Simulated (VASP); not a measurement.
# A VASP 6.6.1 single-point calculation on LiH

INCAR

```
ISIF = 2
LASPH = .TRUE.
LWAVE = .FALSE.
LCHARG = .FALSE.
GGA = PE
ISMEAR = 1
NBANDS = 9
NELM = 89
NSW = 0
PREC = Accurate
ENCUT = 520
EDIFF = 1E-7
IBRION = -1
SIGMA = 1
LREAL = .FALSE.
```

KPOINTS

```
KPOINTS created by Atomic Simulation Environment
0
Gamma
10 10 10
0 0 0
```

POSCAR

```
Li H
 1.0000000000000000
     0.0066766495000000    2.0096714906000002    2.0096714906000002
     2.0096714906000002    0.0066766495000000    2.0096714906000002
     2.0096714906000002    2.0096714906000002    0.0066766495000000
 Li  H
   1   1
Cartesian
  0.0000000000000000  0.0000000000000000  0.0000000000000000
  2.0130098153500002  2.0130098153500002  2.0130098153500002
```

The recommended PBE PAW datasets give the neutral cell 4 valence electrons.

Command

```
mpirun -np 1 vasp_std
```

OSZICAR

```
N       E                     dE             d eps       ncg     rms          rms(c)
DAV:   1    -0.115083568032E+01   -0.11508E+01   -0.14451E+03  2129   0.404E+02
DAV:   2    -0.628861727189E+01   -0.51378E+01   -0.51275E+01  2960   0.587E+01
DAV:   3    -0.635671314960E+01   -0.68096E-01   -0.68053E-01  2516   0.583E+00
DAV:   4    -0.635700474640E+01   -0.29160E-03   -0.29156E-03  2896   0.346E-01
DAV:   5    -0.635700575552E+01   -0.10091E-05   -0.10090E-05  2515   0.150E-02    0.286E+00
DAV:   6    -0.617547043197E+01    0.18154E+00   -0.14783E-01  2306   0.119E+00    0.143E+00
DAV:   7    -0.611475409495E+01    0.60716E-01   -0.19169E-01  2423   0.154E+00    0.219E-01
DAV:   8    -0.611654276756E+01   -0.17887E-02   -0.43980E-03  2498   0.430E-01    0.436E-02
DAV:   9    -0.611650458198E+01    0.38186E-04   -0.15976E-04  2718   0.484E-02    0.692E-03
DAV:  10    -0.611650416431E+01    0.41768E-06   -0.64971E-06  2365   0.182E-02    0.236E-03
DAV:  11    -0.611650414651E+01    0.17796E-07   -0.18940E-07  3049   0.205E-03
   1 F= -.61165041E+01 E0= -.61241090E+01  d E =0.228144E-01
```

From OUTCAR

```
k-points           NKPTS =    116   k-points in BZ     NKDIM =    116   number of bands    NBANDS=      9

   NELECT =       4.0000    total number of electrons

   dimension x,y,z NGX =    24 NGY =   24 NGZ =   24
   dimension x,y,z NGXF=    48 NGYF=   48 NGZF=   48

  energy-cutoff  :      520.00
  volume of cell :       16.15
      direct lattice vectors                 reciprocal lattice vectors
     0.006676650  2.009671491  2.009671491    -0.250040178  0.249212231  0.249212231
     2.009671491  0.006676650  2.009671491     0.249212231 -0.250040178  0.249212231
     2.009671491  2.009671491  0.006676650     0.249212231  0.249212231 -0.250040178

 k-points in reciprocal lattice and weights: KPOINTS created by Atomic Simulation Env
   0.00000000  0.00000000  0.00000000       0.001
   0.10000000  0.00000000 -0.00000000       0.006
   0.20000000  0.00000000 -0.00000000       0.006
   0.30000000 -0.00000000 -0.00000000       0.006
   0.40000000 -0.00000000 -0.00000000       0.006
   0.50000000  0.00000000  0.00000000       0.003
   0.10000000  0.10000000 -0.00000000       0.006
   0.20000000  0.10000000 -0.00000000       0.012
   ...

 E-fermi :   0.3731

 k-point     1 :       0.0000    0.0000    0.0000
  band No.  band energies     occupation
      1     -44.2142      2.00000
      2      -5.3477      2.00000
      3      16.1269     -0.00000
      4      17.8385     -0.00000
      5      17.9843     -0.00000
      6      17.9843     -0.00000
      7      22.5265      0.00000
      8      22.7043      0.00000
      9      22.7043      0.00000

 k-point     2 :       0.1000    0.0000   -0.0000
  band No.  band energies     occupation
      1     -44.2100      2.00000
      2      -5.1705      2.00000
      3      14.6856     -0.00000
      4      16.9426     -0.00000
      5      17.4690     -0.00000
      6      17.5905     -0.00000
      7      22.0716      0.00000
      8      23.3875      0.00000
      9      23.5469      0.00000

 k-point     3 :       0.2000    0.0000   -0.0000
  band No.  band energies     occupation
      1     -44.1985      2.00000
      2      -4.6526      2.00000
      3      11.4504     -0.00000
      4      15.6521     -0.00000
      5      16.8508     -0.00000
      6      16.9542     -0.00000
      7      22.9023      0.00000
      8      23.2404      0.00000
      9      23.2828      0.00000

 k-point     4 :       0.3000   -0.0000   -0.0000
  band No.  band energies     occupation
      1     -44.1842      2.00000
      2      -3.8542      2.00000
      3       8.3049     -0.00000
      4      14.6043     -0.00000
      5      16.4804     -0.00000
      6      16.5645     -0.00000
      7      21.1650      0.00000
      8      21.2170      0.00000
      9      24.4501      0.00000

 k-point     5 :       0.4000   -0.0000   -0.0000
  band No.  band energies     occupation
      1     -44.1727      2.00000
      2      -2.9759      2.00002
      3       5.9452     -0.00000
      4      13.9214     -0.00000
      5      16.4345     -0.00000
      6      16.4977     -0.00000
      7      19.6511     -0.00000
      8      19.7235     -0.00000
      9      26.2688      0.00000

 ...

  Total       -0.0546674     -0.0546674     -0.0546674     -0.0163315     -0.0163315     -0.0163315
  in kB       -5.4225446     -5.4225446     -5.4225446     -1.6199483     -1.6199483     -1.6199483
  external PRESSURE =      -5.4225446 kB  Pullay stress =       0.0000000 kB

 POSITION                                       TOTAL-FORCE (eV/Angst)
 -----------------------------------------------------------------------------------
      0.00000      0.00000      0.00000        -0.000000      0.000000     -0.000000
      2.01301      2.01301      2.01301         0.000000     -0.000000      0.000000
 -----------------------------------------------------------------------------------
    total drift:                                0.000000     -0.000000     -0.000000

  FREE ENERGIE OF THE ION-ELECTRON SYSTEM (eV)
  ---------------------------------------------------
  free  energy   TOTEN  =        -6.1165041465 eV

  energy  without entropy=       -6.1393185798  energy(sigma->0) =       -6.12410896
```

It converged. Results: gap between bands v and c on the k mesh 2.98 eV; least direct gap on the k mesh 2.98 eV; pressure -0.5 GPa. Band v is the last that the valence electrons fill when counted band by band, and c is the next.

One setting is odd (smearing far too wide), but here it hardly changes the result.

On sound settings PBE gives a gap of 2.98 eV on its mesh and a pressure of -0.4 GPa for the intended cell. This run's energy (σ→0) differs from it by 1 meV an atom.

The run took about 8.5 s on one core of a shared host (Intel Xeon Platinum 8488C) and held 0.14 GiB at most.
